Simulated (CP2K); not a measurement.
Set up this calculation in CP2K 2026.2, as the native input.

```
Task                                     : atomic charges
Functional                               : optB88-vdW
Potentials or basis                      : POTENTIAL_UZH Li GTH-PBE-q3, H GTH-PBE-q1; TZVP-MOLOPT-PBE-GTH basis
Density cutoff                           : 10885 eV
k mesh                                   : 11 × 11 × 11
Occupations                              : fermi-dirac, width 0.05 eV
Spin                                     : no spin polarisation
SCF solver                               : diagonalisation with k points
Quickstep method                         : GPW
EPS_DEFAULT                              : 1.0E-9
EPS_SCF                                  : 1.0E-6
MAX_SCF                                  : 100
SCF_GUESS                                : ATOMIC
k points reduced by the point group      : yes
Mesh centred on Gamma                    : yes
CHOLESKY                                 : OFF
EPS_EIGVAL                               : 1.0E-7
MIXING METHOD                            : BROYDEN_MIXING
MIXING ALPHA                             : 0.4
NBUFFER                                  : 8
NGRIDS                                   : 4
Basis sets                               : Li TZVP-MOLOPT-PBE-GTH-q3, H TZVP-MOLOPT-PBE-GTH-q1
Potentials                               : Li GTH-PBE-q3 of POTENTIAL_UZH, H GTH-PBE-q1 of POTENTIAL_UZH
ADDED_MOS                                : [10]
Hirshfeld SHAPE_FUNCTION                 : GAUSSIAN
VORONOI_RADII                            : UNITY
REL_CUTOFF (Ry)                          : 60 Ry
MIXING BETA (1/bohr)                     : 1.5 1/bohr
CUTOFF of the grids                      : 800 Ry
Cutoff of the non-local correlation (Ry) : 300
```

The system is LiH.

```xyz
2
Lattice="2.8804 0.0000 0.0000 1.4402 2.4945 0.0000 1.4402 0.8315 2.3518" Properties=species:S:1:pos:R:3 pbc="T T T"
Li    0.0000    0.0000    0.0000
H     2.8804    1.6630    1.1759
```

These files were run (other wordings do the same):

lih_charges.inp

```
&GLOBAL
  PROJECT lih_charges
  RUN_TYPE ENERGY_FORCE
  PRINT_LEVEL LOW
&END GLOBAL
&FORCE_EVAL
  METHOD QS
  STRESS_TENSOR ANALYTICAL
  &DFT
    BASIS_SET_FILE_NAME BASIS_MOLOPT_UZH
    POTENTIAL_FILE_NAME POTENTIAL_UZH
    &MGRID
      CUTOFF 800
      REL_CUTOFF 60
      NGRIDS 4
    &END MGRID
    &QS
      METHOD GPW
      EPS_DEFAULT 1.0E-9
    &END QS
    &KPOINTS
      SCHEME MONKHORST-PACK 11 11 11
      GAMMA_CENTERED T
      SYMMETRY T
      SYMMETRY_BACKEND SPGLIB
    &END KPOINTS
    &SCF
      SCF_GUESS ATOMIC
      EPS_SCF 1.0E-6
      MAX_SCF 100
      ADDED_MOS 10
      CHOLESKY OFF
      EPS_EIGVAL 1.0E-7
      &DIAGONALIZATION ON
        ALGORITHM STANDARD
      &END DIAGONALIZATION
      &MIXING ON
        METHOD BROYDEN_MIXING
        ALPHA 0.4
        BETA 1.5
        NBUFFER 8
      &END MIXING
      &SMEAR ON
        METHOD FERMI_DIRAC
        ELECTRONIC_TEMPERATURE 580.23
      &END SMEAR
    &END SCF
    &XC
      &XC_FUNCTIONAL
        &GGA_X_OPTB88_VDW
        &END GGA_X_OPTB88_VDW
        &LDA_C_PW
        &END LDA_C_PW
      &END XC_FUNCTIONAL
      &VDW_POTENTIAL
        POTENTIAL_TYPE NON_LOCAL
        &NON_LOCAL
          TYPE DRSLL
          KERNEL_FILE_NAME vdW_kernel_table.dat
          CUTOFF 300
        &END NON_LOCAL
      &END VDW_POTENTIAL
    &END XC
    &PRINT
      &KPOINTS ON
      &END KPOINTS
      &MULLIKEN ON
      &END MULLIKEN
      &MO ON
        ENERGIES T
        OCCUPATION_NUMBERS T
        &EACH
          QS_SCF 0
        &END EACH
        ADD_LAST NUMERIC
      &END MO
      &LOWDIN ON
      &END LOWDIN
      &HIRSHFELD ON
        SHAPE_FUNCTION GAUSSIAN
      &END HIRSHFELD
      &VORONOI ON
        VORONOI_RADII UNITY
      &END VORONOI
    &END PRINT
  &END DFT
  &SUBSYS
    &CELL
      ABC 2.8803994732 2.8803994732 2.8803994731
      ALPHA_BETA_GAMMA 59.9999999994 59.9999999993 59.9999999996
      PERIODIC XYZ
    &END CELL
    &COORD
      SCALED
      Li  0.0000000000 0.0000000000 0.0000000000
      H   0.5000000000 0.5000000000 0.5000000000
    &END COORD
    &KIND Li
      BASIS_SET TZVP-MOLOPT-PBE-GTH-q3
      POTENTIAL GTH-PBE-q3
    &END KIND
    &KIND H
      BASIS_SET TZVP-MOLOPT-PBE-GTH-q1
      POTENTIAL GTH-PBE-q1
    &END KIND
    &PRINT
      &ATOMIC_COORDINATES ON
      &END ATOMIC_COORDINATES
      &CELL ON
      &END CELL
    &END PRINT
  &END SUBSYS
  &PRINT
    &FORCES ON
    &END FORCES
    &STRESS_TENSOR ON
    &END STRESS_TENSOR
  &END PRINT
&END FORCE_EVAL
```

Potentials or basis: POTENTIAL_UZH Li GTH-PBE-q3, H GTH-PBE-q1; TZVP-MOLOPT-PBE-GTH basis.

Command:

```console
$ OMP_NUM_THREADS=1 cp2k.psmp -i lih_charges.inp -o lih_charges.out
```

It gave:

The pressure is -1.4 GPa and the band gap on the k mesh is 3.70 eV, direct. The mulliken charges are Li +0.55; H -0.55 e. The hirshfeld charges are Li -0.50; H +0.50 e. The voronoi charges are Li +0.55; H -0.55 e.

Caveat: Hirshfeld charges from Gaussian shapes aren't those from atomic densities; Mulliken charges move with the basis; the potentials were made for another functional, which shifts forces and pressure; an odd mesh through Γ misses points on the zone boundary, where band edges often lie; the basis of atomic orbitals isn't converged, which shifts pressures, moduli and gaps.

Wall time 38 s on 1 thread of Arm Neoverse V1, with other jobs on the host, peak memory 0.3 GiB.
